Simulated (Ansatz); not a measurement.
# RuS2 (P-3m1) in Ansatz: single point with PBEsol+U

Aim: the single point of RuS2 with PBEsol+U.

Everything below comes from runs of Ansatz 0.2.0. Logs are shortened: lines on timing, memory, paths and dates and some standing lists are left out, and cuts for length are marked.

## 1. The cell of the first run

It takes space group P-3m1 (No. 164, trigonal). The conventional cell has a = 3.521 Å, b = 3.521 Å, c = 5.680 Å, α = 90.00°, β = 90.00°, γ = 120.00°. Ru (site symmetry -3m) has 6 S at 2.49 Å as nearest neighbours. Around S (site symmetry 3m) lie 3 Ru at 2.49 Å.

The cell comes from a database or a generator and needn't be the stable form of this composition.

## 2. Single point, PBEsol+U, collinear spin, antiferromagnetic start (another cell of the same crystal, with 6 atoms)

input.yaml

```yaml
crystal:
  lattice:
    - [1.7605897, 3.04943081, 0.0]
    - [-5.2817691, 3.04943081, 0.0]
    - [0.0, 0.0, 5.68039319]
  atoms:
    - { symbol: Ru, position: [0.0, 0.0, 0.0], spin: 1.0 }
    - { symbol: Ru, position: [0.5, 0.5, 0.0], spin: -1.0 }
    - { symbol: S, position: [0.5, 0.1666666667, 0.252] }
    - { symbol: S, position: [0.0, 0.6666666667, 0.252] }
    - { symbol: S, position: [0.5, 0.8333333333, 0.748] }
    - { symbol: S, position: [0.0, 0.3333333333, 0.748] }
hamiltonian:
  xc: pbesol
  pseudopotentials: { kind: paw }
  hubbard: { sites: [{ species: Ru, l: d, u_eff: 2.0 }] }
magnetization:
  spin_polarized: true
kpoints:
  mp_grid: { grid: [5, 3, 4] }
scf:
  occupations: { method: gaussian, width: 0.05 }
output:
  forces: true
  stress: true
  eigenvalues: true
  write_density: true
  write_potential: true
  elf: true
  volumetric_format: npy
```

Potentials or basis: Ansatz PAW.

Started as:

```console
ansatz run input.yaml --threads 2 --pin off --max-ram 5632MiB --backend cpu --events-out ev --progress --plain --runs-dir out
```

Standard output:

```text
Warning: RAYON_NUM_THREADS=2 ignored (pool sized by the plan → 2); use --threads N
Ru: projections on atomic orbitals take those of the free atom [Ar 3d10] 4s2 4p6 4d7 5s1, of charge +0.00 (hamiltonian.pseudopotentials.projection_atoms); the dataset's partial waves leave at most 8.1e-6 of an orbital's norm unspanned inside its sphere
S: projections on atomic orbitals take those of the free atom [Ne] 3s2 3p4, of charge +0.00 (hamiltonian.pseudopotentials.projection_atoms); the dataset's partial waves leave at most 1.6e-7 of an orbital's norm unspanned inside its sphere
Engine: ansatz 0.2.0, x86_64-unknown-linux-gnu
Pseudopotentials: kind: paw
Pseudopotential: Ru, paw, valence charge 16, recommended cutoff 420 eV (normal), Ru.paw.azcp
Pseudopotential: S, paw, valence charge 6, recommended cutoff 420 eV (normal), S.paw.azcp
Functional definition: PBEsol
  exchange = pbesol_x
  correlation = pbesol_c
Crystal: 6 atoms, lattice volume = 121.987 Å³
Basis set: ecut = 420 eV, 2365 PW (Γ), exchange–correlation on 48×90×80 points (8 copies of the dense FFT grid, shifted against one another)
Bands: 35, of which v1, the nominal top of the filled ones, is band 28 counted from 1 (27 counted from 0)
Symmetry: 4 space group operations
Space group: P2/m (ITA 10), of the structure as read, at distance tolerance 5.0e-5 Å
Magnetic group: BNS 10.49 (UNI 56), of the structure as read, at distance tolerance 5.0e-5 Å
k-points: 21 of 60
Non-local potential: Ru, projectors of the file, l = 0: 3, l = 1: 2, l = 2: 2, l = 3: 1
Non-local potential: S, projectors of the file, l = 0: 2, l = 1: 2, l = 2: 2
PAW form: soft (Blöchl's): semilocal exchange-correlation on the pseudo side does not see the compensation charge
PAW frozen core: Ru, regenerated for the run's functional, and the local potential with it (the file was generated under x = pbe(κ = 0.804, μ = 0.2195149727645171), c = pbe(β = 0.06672455060314922))
PAW frozen core: S, regenerated for the run's functional, and the local potential with it (the file was generated under x = pbe(κ = 0.804, μ = 0.2195149727645171), c = pbe(β = 0.06672455060314922))
PAW one-centre angular grid: Ru, 590 points (default); XC on 64 Gauss nodes
PAW one-centre angular grid: S, 110 points (default); XC on 64 Gauss nodes
Initial density: superposition of atomic densities (chi_scale 0.1, normalization cell)
Starting moments: Σ|m| = 2 μB on 2 of 6 sites
Starting magnetic order: antiferromagnet; a translation exchanges its spin sublattices: spin-degenerate at every k-point
Initial wavefunctions: pseudopotential atomic-orbital guess
Functional: x = pbesol(κ = 0.804, μ = 0.12345679012345678), c = pbesol(β = 0.046)
the translation (0.5, 0.5, 0) carries every atom to within crystal.symmetry.tolerance of an atom of its element with the starting moment reversed, but both spin channels are solved: the dense FFT box has an odd point count along it
SCF iter   1: F=—  HF=-15170.803077 eV  |F-HF|=—  |Δ(HF+E_count)|=         —  Δρ=4.80e-2 (↑4.80e-2 ↓4.80e-2)  dr2=1.47e1  dr2_m=2.31e-1  M=0.000 μB ∫|m|=2.912 μB  β_m=1.00  ethr=3.10e-3  ⟨swp⟩=6.4  Hψ=5932  notcnv=0
preconditioner: auto → Kerker (q_TF=auto, 2.396 Å⁻¹)  [metal: Δε(μ)=0.006 eV  Ē_g=7.342 eV  σ=0.050 eV  W_gap=0.07  n_scr=34 (ndim 8)  ℏωp=21.3 eV  f_vac=0.005  D(μ)=13.29/eV (n_scr^D=184)]
spin=Collinear: Kerker preconditioning applied to the charge; magnetization (m = ρ↑ − ρ↓) channel mixes plain (no charge-response kernel on spin).
SCF iter   2: F=—  HF=-15169.176556 eV  |F-HF|=—  |Δ(HF+E_count)|=    1.63e0  Δρ=1.90e-2 (↑1.90e-2 ↓1.90e-2)  dr2=1.25e0  dr2_m=1.75e-2  M=0.000 μB ∫|m|=3.189 μB  β_m=1.00  ethr=3.10e-3  ⟨swp⟩=3.0  Hψ=3184  notcnv=0  defer=42
SCF iter   3: F=—  HF=-15169.111883 eV  |F-HF|=—  |Δ(HF+E_count)|=   6.47e-2  Δρ=1.11e-2 (↑1.11e-2 ↓1.11e-2)  dr2=3.97e-1  dr2_m=9.03e-3  M=-0.000 μB ∫|m|=3.034 μB  β_m=0.30  ethr=2.23e-3  ⟨swp⟩=2.4  Hψ=2198  notcnv=0  defer=42
SCF iter   4: F=—  HF=-15169.183282 eV  |F-HF|=—  |Δ(HF+E_count)|=   7.14e-2  Δρ=8.94e-3 (↑8.94e-3 ↓8.94e-3)  dr2=6.11e-1  dr2_m=5.53e-3  M=0.000 μB ∫|m|=3.271 μB  β_m=1.00  ethr=7.09e-4  ⟨swp⟩=2.3  Hψ=2610  notcnv=0  defer=42
SCF iter   5: F=—  HF=-15169.143124 eV  |F-HF|=—  |Δ(HF+E_count)|=   4.02e-2  Δρ=2.88e-3 (↑2.88e-3 ↓2.88e-3)  dr2=2.77e-2  dr2_m=5.87e-3  M=0.000 μB ∫|m|=3.131 μB  β_m=0.30  ethr=7.09e-4  ⟨swp⟩=2.5  Hψ=2420  notcnv=0  defer=42
SCF iter   6: F=—  HF=-15169.164266 eV  |F-HF|=—  |Δ(HF+E_count)|=   2.11e-2  Δρ=1.96e-3 (↑1.96e-3 ↓1.95e-3)  dr2=5.39e-3  dr2_m=3.16e-3  M=0.000 μB ∫|m|=3.144 μB  β_m=1.00  ethr=4.95e-5  ⟨swp⟩=2.6  Hψ=2690  notcnv=0  defer=42
SCF iter   7: F=—  HF=-15169.180277 eV  |F-HF|=—  |Δ(HF+E_count)|=   1.60e-2  Δρ=1.40e-3 (↑1.40e-3 ↓1.40e-3)  dr2=4.51e-3  dr2_m=1.29e-3  M=0.000 μB ∫|m|=3.086 μB  β_m=0.30  ethr=9.62e-6  ⟨swp⟩=2.0  Hψ=2274  notcnv=0  defer=42
SCF iter   8: F=—  HF=-15169.193192 eV  |F-HF|=—  |Δ(HF+E_count)|=   1.29e-2  Δρ=2.24e-3 (↑2.24e-3 ↓2.24e-3)  dr2=3.56e-2  dr2_m=1.27e-3  M=0.000 μB ∫|m|=3.118 μB  β_m=0.30  ethr=8.05e-6  ⟨swp⟩=2.0  Hψ=2609  notcnv=0  defer=42
[... 26 lines left out ...]
spin=Collinear: Kerker preconditioning applied to the charge; magnetization (m = ρ↑ − ρ↓) channel mixes plain (no charge-response kernel on spin).
SCF iter   2: F=—  HF=-15169.649994 eV  |F-HF|=—  |Δ(HF+E_count)|=   4.32e-1  Δρ=2.37e-2 (↑2.37e-2 ↓2.37e-2)  dr2=5.12e0  dr2_m=8.80e-2  M=-0.001 μB ∫|m|=2.567 μB  ethr=1.79e-6  ⟨swp⟩=1.0  Hψ=12298  notcnv=0
SCF iter   3: F=—  HF=-15169.213364 eV  |F-HF|=—  |Δ(HF+E_count)|=   4.37e-1  Δρ=9.14e-4 (↑9.14e-4 ↓9.10e-4)  dr2=1.43e-3  dr2_m=3.21e-4  M=0.000 μB ∫|m|=3.138 μB  ethr=1.79e-6  ⟨swp⟩=1.0  Hψ=8823  notcnv=0
SCF iter   4: F=—  HF=-15169.213677 eV  |F-HF|=—  |Δ(HF+E_count)|=   3.13e-4  Δρ=9.45e-5 (↑9.45e-5 ↓9.41e-5)  dr2=2.11e-5  dr2_m=3.57e-6  M=-0.000 μB ∫|m|=3.152 μB  ethr=1.79e-6  ⟨swp⟩=1.0  Hψ=6572  notcnv=0
an SCF along what the orbitals of the run's state read of its open shells (or to have them read: on a GPU, or by another smearing), with 2 of the crystal's symmetry operations given up (31 k-points in place of 21), reached no lower state that the run goes on to. This is no proof of a minimum
WARN: an SCF from ferromagnetic starting moments (-1.20, -1.20, 0.00, 0.00, 0.00, 0.00 Bohr magnetons, atom by atom) was not made, by what the run has read of turns of its moments that order reads lower: the deck asks for what bars it, or types moments that do (magnetization.spin_polarized, in the input reference, names some of the keys), or the run goes by scf.lower_state_search: light, the default, which as a rule tries one only behind a close that has lost an order of both signs, or on which an open d or half-filled 4f shell of a PAW file has lost a moment that was set nearer to Hund's than to what is left; or, under a Hubbard U, one that names an f shell that the input leaves bare beside given moments, or a larger moment for a shell of low spin that is given one. standard, with a start from the atoms, tries one behind each close (in a relaxation, ahead of its steps or at their end). To set out from that order, type those moments (crystal.atoms[].spin; where shells were raised to Hund's moment, beside crystal.symmetry.detect: false) under scf.lower_state_search: light. The bands of the close that named these starting moments, or of the one ahead of a search that led to it (under cold or Methfessel-Paxton smearing those of the Gaussian ahead of it) read a cost of -34.29 meV for the turn to them, carried on from a small turn (-34.29 by the pairs of d shells alone)
SCF converged after 21 iterations
Magnetization: -0.0000 μB (28.0000 up, 28.0000 down)
Absolute magnetization: 2.9506 μB (∫|ρ↑−ρ↓|, with the PAW one-centre terms)
Spin contamination: 1.5143 ħ² per cell (⟨S²⟩ above its minimum at these occupations)
Per-site moments (μB) at R_I (Å): [(1.0961879174889415, 1.0256227129826128), (-1.096190910039223, 1.025622712982613), (0.03880466395802395, 1.025622712982613), (-0.03880857223653532, 1.025622712982613), (0.03880466395802403, 1.0256227129826128), (-0.03880857223653526, 1.025622712982613)]
Free energy (F): -15169.218413 eV
Harris-Foulkes:  -15169.218413 eV  (|F-HF|=1.73e-8)
Internal energy: -15169.214701 eV  (E = F + TS)
E sigma→0 (E₀):  -15169.216557 eV
Entropy (-TS):   -0.003713 eV (-0.619 meV/atom)
Fermi energy:    7.932885 eV
--- Per-component energies (eV) ---
  E_band       = -538.869889
  E_kinetic    = 1433.645833
  E_local      = -5657.183403  (includes V_loc(G=0)·N_el)
  E_nonlocal   = 808.376033
  E_hartree    = 2080.954847
  E_xc         = -752.580492
  E_vxc        = -812.549312  (∫ρ·V_xc dr)
  E_hubbard    = 3.377326  (on-site DFT+U / exact-exchange correction)
  E_vhub       = -7.145218  (the Hubbard potential's part of the band-sum identity)
  E_paw        = -9136.251236  (= ΣΔE_a)
  E_vpaw       = -465.910634  (= ΣTr[D̂ρ^β])
  E_aug_tail   = -0.000371  (compensation charges beyond the density's cutoff)
  E_ewald      = -3950.307628
  E_core_change = 0.754389  (= ΣΔE_core)
  E_smearing   = -0.003713  (= −TS)
  E_closure    = 0.000000  (closes the sum)
  Σ components = -15169.218413   (vs F -15169.218413, Δ=0.00e0)
--- Forces (eV/Å), atoms counted from 1 ---
  atom   1  Ru     0.00000000     0.00000000     0.00000000
  atom   2  Ru     0.00000000    -0.00000000    -0.00000000
  atom   3  S     -0.04998762     0.02886037    -1.62392363
  atom   4  S     -0.04998793     0.02886055    -1.62392779
  atom   5  S      0.04998762    -0.02886037     1.62392363
  atom   6  S      0.04998793    -0.02886055     1.62392779
  max |Σ_I F_I| component: 1.39e-17 eV/Å
--- Stress (GPa, compression-positive) ---
      -13.865743      -1.310038      -0.219127
       -1.310038     -15.378445       0.126513
       -0.219127       0.126513     -15.387081
  P = ⅓ Tr σ = -14.8771 GPa (-148.771 kbar)
--- Band table (eV; the first three rows and the last of 42) ---
  k-point 0 ↑: bands = ["-64.9147", "-64.0545", "-35.2733", "-34.7873", "-34.7309", "-34.0880", "-34.0316", "-33.9621", "-5.5404", "-4.1032", "-3.9803", "-3.8969", "2.3618", "2.5438", "3.7458", "3.9054", "4.2215", "4.4169", "4.5972", "5.4471", "5.7053", "5.9703", "6.3036", "6.5647", "7.3511", "7.6518", "7.7502", "7.8456", "7.8501", "8.0255", "10.3493", "10.5054", "10.7098", "10.8708", "13.7980"]
  k-point 1 ↑: bands = ["-64.9147", "-64.0545", "-35.2733", "-34.7873", "-34.7309", "-34.0880", "-34.0316", "-33.9621", "-5.3943", "-4.1925", "-4.1564", "-3.8675", "2.4116", "2.8889", "3.7363", "3.9140", "4.1076", "4.1669", "4.6404", "5.6165", "5.6970", "6.2820", "6.3737", "6.4784", "6.9384", "7.6462", "7.7114", "7.7503", "7.7532", "7.9631", "10.5158", "10.5873", "10.7442", "10.9643", "13.6455"]
  k-point 2 ↑: bands = ["-64.9147", "-64.0545", "-35.2733", "-34.7873", "-34.7309", "-34.0880", "-34.0317", "-33.9621", "-5.1641", "-4.4915", "-4.2356", "-3.8011", "2.3360", "3.5001", "3.7836", "3.9202", "3.9399", "4.1202", "4.5913", "5.6739", "5.6858", "5.6896", "6.6611", "6.7249", "6.8363", "7.6329", "7.6487", "7.6527", "7.6573", "7.9399", "10.2631", "10.7794", "10.8850", "11.1915", "13.6833"]
  k-point 20 ↓: bands = ["-64.9131", "-64.0531", "-35.3032", "-34.7844", "-34.7273", "-34.1190", "-34.0279", "-33.9597", "-4.2245", "-4.1775", "-4.0734", "-3.8531", "2.6173", "2.9799", "3.5830", "3.9586", "4.2737", "4.3661", "4.4366", "4.7849", "5.3235", "5.6535", "5.7490", "6.0606", "6.3954", "6.6883", "7.1309", "7.2552", "8.1635", "8.5602", "9.9692", "10.5047", "10.8445", "11.0467", "14.0056"]
Occupation matrices written to <dir>
```

Run time: 83 s. Hardware: 2 threads of Intel Xeon at 2.70GHz, shared host; peak memory 0.95 GiB.

What came out:

```
Free energy            : -15169.2184 eV
Pressure               : -14.9 GPa
Largest force          : 1.625 eV/Å
Band gap on the k mesh : none (metal or under the smearing width)
Net moment             : 0.00 μB per cell
Absolute moment        : 2.95 μB per cell
Site moments           : Ru +1.10, -1.10; S +0.04, -0.04 μB
```

Forces on the atoms (eV/Å):
```
Ru   0.000  0.000  0.000
Ru   0.000  0.000  0.000
S   -0.050  0.029 -1.624
S   -0.050  0.029 -1.624
S    0.050 -0.029  1.624
S    0.050 -0.029  1.624
```

Stress tensor (GPa, compression positive):
```
-13.87  -1.31  -0.22
 -1.31 -15.38   0.13
 -0.22   0.13 -15.39
```

Eigenvalues of the final occupation matrices:
```tsv
site	spin	trace	eigenvalues
site 1	1	4.09	0.59 0.60 0.93 0.98 0.98
site 1	2	2.86	0.43 0.48 0.54 0.54 0.87
site 2	1	2.86	0.43 0.48 0.54 0.54 0.87
site 2	2	4.09	0.59 0.60 0.93 0.98 0.98
```

Caveat: the magnetic or orbital state may not be the lowest; the PAW data sets come from PBE, with cores solved anew for the run's functional, which leaves a small shift of forces and pressure; forces of over 1 eV/Å show positions far from the minimum, so gaps and moduli don't describe the material at rest.
